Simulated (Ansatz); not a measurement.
An Ansatz input:

```yaml
crystal:
  lattice:
    - [1.9528410891, 1.1274733284, 9.4400879754]
    - [-1.9528410891, 1.1274733284, 9.4400879754]
    - [0.0, -2.2549466569, 9.4400879754]
  atoms:
    - { symbol: Sm, position: [1.0, 1.0, 0.0], spin: 6.229 }
    - { symbol: Sm, position: [0.2221280561, 0.2221280561, 0.2221280561], spin: 6.235 }
    - { symbol: Sm, position: [0.7778719439, 0.7778719439, 0.7778719439], spin: 6.235 }
hamiltonian:
  xc: revpbe
  pseudopotentials:
    kind: paw
    azcp:
      Sm: "pseudopotentials/Sm.paw.azcp"
basis:
  ecutwfc: 420
  fft_grid_basis: typed
kpoints:
  mp_grid: { grid: [5, 5, 5], shift: [0, 0, 0] }
magnetization:
  spin_polarized: true
scf:
  occupations: { method: fermi_dirac, width: 0.1 }
```

Terminal output

```
Warning: where an SCF of this run starts from atoms to list the orders of its open shells, Sm (site 0, from 0) starts with 5.22 μB on its 4f shell and 0.78 μB on its 5d shell, in the place of the 6.23 μB that the deck gives it: its open shells can hold no more by Hund's first rule. To start from spheres of the given moment, type scf.initial_density.shell_occupations: []
Warning: where an SCF of this run starts from atoms to list the orders of its open shells, Sm (sites 1, 2, from 0) starts with 5.22 μB on its 4f shell and 0.78 μB on its 5d shell, in the place of the 6.24 μB that the deck gives it: its open shells can hold no more by Hund's first rule. To start from spheres of the given moment, type scf.initial_density.shell_occupations: []
band count auto-derived: 45 (N_el = 48.0; filled up to band 24; 41 by the electrons, moments and atoms)
Engine: ansatz 0.2.0, x86_64-unknown-linux-gnu
Pseudopotentials: kind: paw
Pseudopotential: Sm, paw, valence charge 16, recommended cutoff 420 eV (normal) 
Functional definition: revPBE
  parameter kappa = 1.245
  parameter beta = 0.06672455060314922
  exchange = pbe_x(kappa = kappa, mu = beta*pi^2/3)
  correlation = pbe_c(beta = beta)
Crystal: 3 atoms, lattice volume = 124.710 Å³
Basis set: ecut = 420 eV, 2491 PW (Γ)
Bands: 45, of which v1, the nominal top of the filled ones, is band 24 counted from 1 (23 counted from 0)
Symmetry: 12 space group operations
Space group: R-3m (ITA 166), of the structure as read, at distance tolerance 5.0e-5 Å
Magnetic group: BNS 166.97 (UNI 1327), of the structure as read, at distance tolerance 5.0e-5 Å
k-points: 19 of 125
Non-local potential: Sm, projectors of the file, l = 0: 3, l = 1: 2, l = 2: 2, l = 3: 3
PAW form: soft (Blöchl's): semilocal exchange-correlation on the pseudo side does not see the compensation charge
PAW frozen core: Sm, regenerated for the run's functional, and the local potential with it (the file was generated under x = pbe(κ = 0.804, μ = 0.2195149727645171), c = pbe(β = 0.06672455060314922))
PAW one-centre angular grid: Sm, 590 points (default); XC on 64 Gauss nodes
Initial density: superposition of atomic densities (chi_scale 0.1, normalization cell)
Starting moments: Σ|m| = 18.699 μB on 3 of 3 sites
Initial wavefunctions: pseudopotential atomic-orbital guess
Functional: x = revpbe(κ = 1.245, μ = 0.2195149727645171), c = pbe(β = 0.06672455060314922)
iter 1 solved again at ethr=1.08e-3 eV; its pass at ethr=3.10e-3 eV (dr2=5.20e-1 eV) is discarded
SCF iter   1: F=—  HF=-24754.031774 eV  |F-HF|=—  |Δ(HF+E_count)|=         —  Δρ=2.98e-2 (↑2.98e-2 ↓9.03e-3)  dr2=5.18e-1  dr2_m=4.04e-1  M=18.529 μB ∫|m|=18.529 μB  β_m=0.30  ethr=1.08e-3  ⟨swp⟩=1.1  Hψ=8097  notcnv=0
Mixer restart at iter 1: flushing history
spin=Collinear: Kerker preconditioning applied to the charge; magnetization (m = ρ↑ − ρ↓) channel mixes plain (no charge-response kernel on spin).
SCF iter   2: F=—  HF=-24754.686337 eV  |F-HF|=—  |Δ(HF+E_count)|=   6.55e-1  Δρ=2.05e-2 (↑2.05e-2 ↓6.81e-3)  dr2=2.41e-1  dr2_m=1.97e-1  M=18.615 μB ∫|m|=18.615 μB  β_m=0.54  ethr=1.08e-3  ⟨swp⟩=3.4  Hψ=3511  notcnv=0
SCF iter   3: F=—  HF=-24755.995877 eV  |F-HF|=—  |Δ(HF+E_count)|=         —  Δρ=1.42e-2 (↑1.42e-2 ↓2.57e-3)  dr2=1.63e-1  dr2_m=6.68e-2  M=19.005 μB ∫|m|=19.005 μB  β_m=1.00  ethr=5.01e-4  ⟨swp⟩=3.1  Hψ=4092  notcnv=0
Mixer restart at iter 3: flushing history
SCF iter   4: F=—  HF=-24756.296985 eV  |F-HF|=—  |Δ(HF+E_count)|=   3.01e-1  Δρ=5.23e-3 (↑5.23e-3 ↓1.72e-3)  dr2=5.26e-2  dr2_m=7.88e-3  M=19.297 μB ∫|m|=19.297 μB  β_m=0.54  ethr=1.04e-4  ⟨swp⟩=3.1  Hψ=4109  notcnv=0
SCF iter   5: F=—  HF=-24756.363339 eV  |F-HF|=—  |Δ(HF+E_count)|=   6.64e-2  Δρ=5.85e-3 (↑5.85e-3 ↓1.49e-3)  dr2=6.21e-2  dr2_m=9.52e-3  M=19.426 μB ∫|m|=19.426 μB  β_m=0.77  ethr=1.04e-4  ⟨swp⟩=1.6  Hψ=2063  notcnv=0
SCF iter   6: F=—  HF=-24756.443452 eV  |F-HF|=—  |Δ(HF+E_count)|=   8.01e-2  Δρ=3.64e-3 (↑3.64e-3 ↓1.25e-3)  dr2=2.97e-2  dr2_m=3.66e-3  M=19.558 μB ∫|m|=19.558 μB  β_m=0.35  ethr=1.04e-4  ⟨swp⟩=2.3  Hψ=3217  notcnv=0
SCF iter   7: F=—  HF=-24756.496062 eV  |F-HF|=—  |Δ(HF+E_count)|=   5.26e-2  Δρ=1.70e-3 (↑1.70e-3 ↓9.49e-4)  dr2=9.13e-3  dr2_m=8.42e-4  M=19.711 μB ∫|m|=19.711 μB  β_m=0.94  ethr=6.19e-5  ⟨swp⟩=2.0  Hψ=3473  notcnv=0  defer=27
SCF iter   8: F=—  HF=-24756.526198 eV  |F-HF|=—  |Δ(HF+E_count)|=   3.01e-2  Δρ=3.13e-4 (↑3.13e-4 ↓2.16e-4)  dr2=1.36e-4  dr2_m=4.94e-5  M=20.066 μB ∫|m|=20.066 μB  β_m=0.97  ethr=1.90e-5  ⟨swp⟩=2.8  Hψ=3803  notcnv=0  defer=27
SCF iter   9: F=—  HF=-24756.526570 eV  |F-HF|=—  |Δ(HF+E_count)|=   3.72e-4  Δρ=1.68e-4 (↑1.68e-4 ↓1.45e-4)  dr2=2.11e-5  dr2_m=2.48e-5  M=20.097 μB ∫|m|=20.097 μB  β_m=0.99  ethr=2.84e-7  ⟨swp⟩=2.0  Hψ=2890  notcnv=0  defer=27
SCF iter  10: F=—  HF=-24756.526779 eV  |F-HF|=—  |Δ(HF+E_count)|=   2.10e-4  Δρ=1.44e-4 (↑1.44e-4 ↓8.94e-5)  dr2=2.90e-5  dr2_m=1.16e-5  M=20.127 μB ∫|m|=20.127 μB  β_m=0.91  ethr=4.40e-8  ⟨swp⟩=2.7  Hψ=2933  notcnv=0  defer=27
SCF iter  11: F=—  HF=-24756.526872 eV  |F-HF|=—  |Δ(HF+E_count)|=   9.23e-5  Δρ=4.43e-5 (↑4.43e-5 ↓2.98e-5)  dr2=2.72e-6  dr2_m=1.10e-6  M=20.162 μB ∫|m|=20.162 μB  β_m=0.95  ethr=4.40e-8  ⟨swp⟩=2.7  Hψ=2933  notcnv=0  defer=27
SCF iter  12: F=—  HF=-24756.526882 eV  |F-HF|=—  |Δ(HF+E_count)|=   1.01e-5  Δρ=1.78e-5 (↑1.78e-5 ↓1.09e-5)  dr2=4.88e-7  dr2_m=1.32e-7  M=20.172 μB ∫|m|=20.172 μB  β_m=0.98  ethr=5.66e-9  ⟨swp⟩=2.4  Hψ=2676  notcnv=0  defer=27
SCF iter  13: F=—  HF=-24756.526884 eV  |F-HF|=—  |Δ(HF+E_count)|=   1.96e-6  Δρ=9.44e-6 (↑9.44e-6 ↓4.61e-6)  dr2=1.31e-7  dr2_m=3.66e-8  M=20.171 μB ∫|m|=20.171 μB  β_m=0.99  ethr=1.02e-9  ⟨swp⟩=3.2  Hψ=3078  notcnv=0  defer=27
SCF iter  14: F=—  HF=-24756.526884 eV  |F-HF|=—  |Δ(HF+E_count)|=   3.53e-7  Δρ=2.63e-6 (↑2.63e-6 ↓2.17e-6)  dr2=7.91e-9  dr2_m=4.23e-9  M=20.170 μB ∫|m|=20.170 μB  β_m=0.99  ethr=2.73e-10  ⟨swp⟩=2.1  Hψ=2713  notcnv=0  defer=27
SCF iter  15: F=—  HF=-24756.526884 eV  |F-HF|=—  |Δ(HF+E_count)|=   9.13e-8  Δρ=2.40e-6 (↑2.40e-6 ↓6.97e-7)  dr2=3.65e-9  dr2_m=1.83e-9  M=20.170 μB ∫|m|=20.170 μB  β_m=1.00  ethr=1.65e-11  ⟨swp⟩=3.1  Hψ=2949  notcnv=0  defer=27
SCF iter  16: F=—  HF=-24756.526884 eV  |F-HF|=—  |Δ(HF+E_count)|=   3.56e-8  Δρ=2.36e-6 (↑2.36e-6 ↓3.27e-7)  dr2=5.52e-9  dr2_m=1.52e-9  M=20.170 μB ∫|m|=20.170 μB  β_m=1.00  ethr=7.60e-12  ⟨swp⟩=3.5  Hψ=3283  notcnv=0  defer=27
SCF iter  17: F=—  HF=-24756.526884 eV  |F-HF|=—  |Δ(HF+E_count)|=   2.75e-8  Δρ=1.17e-6 (↑1.17e-6 ↓6.96e-7)  dr2=1.76e-9  dr2_m=5.90e-10  M=20.170 μB ∫|m|=20.170 μB  β_m=1.00  ethr=7.60e-12  ⟨swp⟩=3.3  Hψ=3238  notcnv=0  defer=27
SCF iter  18: F=-24756.526884 eV  HF=-24756.526884 eV  |F-HF|=1.68e-9  |Δ(HF+E_count)|=   1.21e-8  Δρ=1.46e-6 (↑1.46e-6 ↓5.05e-7)  dr2=3.55e-9  dr2_m=7.72e-10  M=20.170 μB ∫|m|=20.170 μB  ethr=3.66e-12  ⟨swp⟩=1.0  Hψ=4569  notcnv=0
SCF 1 converged in 18 iterations: F = -24756.526884 eV  dr2 = 3.55e-9
SCF converged after 18 iterations
Magnetization: 20.1699 μB (34.0849 up, 13.9151 down)
Absolute magnetization: 20.1699 μB (∫|ρ↑−ρ↓|, with the PAW one-centre terms)
Spin contamination: 0.0125 ħ² per cell (⟨S²⟩ above its minimum at these occupations)
Per-site moments (μB) at R_I (Å): [(6.249894823485701, 1.5977797853567022), (6.2459248831438705, 1.5950976566948136), (6.24592488314387, 1.5950976566948136)]
Free energy (F): -24756.526884 eV
Harris-Foulkes:  -24756.526884 eV  (|F-HF|=1.68e-9)
Internal energy: -24755.828985 eV  (E = F + TS)
E sigma→0 (E₀):  -24756.177934 eV
Entropy (-TS):   -0.697900 eV (-232.633 meV/atom)
Fermi energy:    9.299334 eV
--- Per-component energies (eV) ---
  E_band       = -135.027701
  E_kinetic    = 993.797554
  E_local      = -5130.605908  (includes V_loc(G=0)·N_el)
  E_nonlocal   = 1216.596446
  E_hartree    = 2005.445260
  E_xc         = -523.714417
  E_vxc        = -569.754088  (∫ρ·V_xc dr)
  E_paw        = -18707.045861  (= ΣΔE_a)
  E_vpaw       = -655.954482  (= ΣTr[D̂ρ^β])
  E_aug_tail   = -0.000001  (compensation charges beyond the density's cutoff)
  E_ewald      = -4610.042990
  E_core_change = -0.259068  (= ΣΔE_core)
  E_smearing   = -0.697900  (= −TS)
  E_closure    = 0.000000  (closes the sum)
  Σ components = -24756.526884   (vs F -24756.526884, Δ=0.00e0)
```

Open f shells have many self-consistent states, so the state found may not be the lowest.
